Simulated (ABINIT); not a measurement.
Sb:

```
Sb
1.0
    -1.57654    1.57654    2.71194
     1.57654   -1.57654    2.71194
     1.57654    1.57654   -2.71194
Sb
1
Direct
  0.00000 0.00000 0.00000
```

This isn't the form of Sb at room conditions, which is rhombohedral.

Base run:

| Quantity | Value |
| --- | --- |
| Program | ABINIT 10.8.3 (patched build) |
| Functional | PW91 |
| Potentials or basis | JTH PAW PBE v2.0 |
| Cutoff | 517 eV |
| k mesh | 12 × 12 × 12 |
| Occupations | fermi-dirac, width 0.05 eV |
| Spin | no spin polarisation |

Its results: band gap on the k mesh none (metal or under the smearing width); pressure 1.8 GPa.

After a change of settings the same cell gave: band gap on the k mesh none (metal or under the smearing width); pressure -2.6 GPa. Which change was it?
A. functional from PW91 to SCAN
B. functional from PW91 to r2SCAN
C. functional from PW91 to revPBE
D. functional from PW91 to LDA

D.

LDA binds more tightly than PW91, so the same cell stands under less pressure.

Caveats: the PAW data sets were made with another functional, which shifts forces and pressure a little.

Runs at the PBE level aren't shown here.
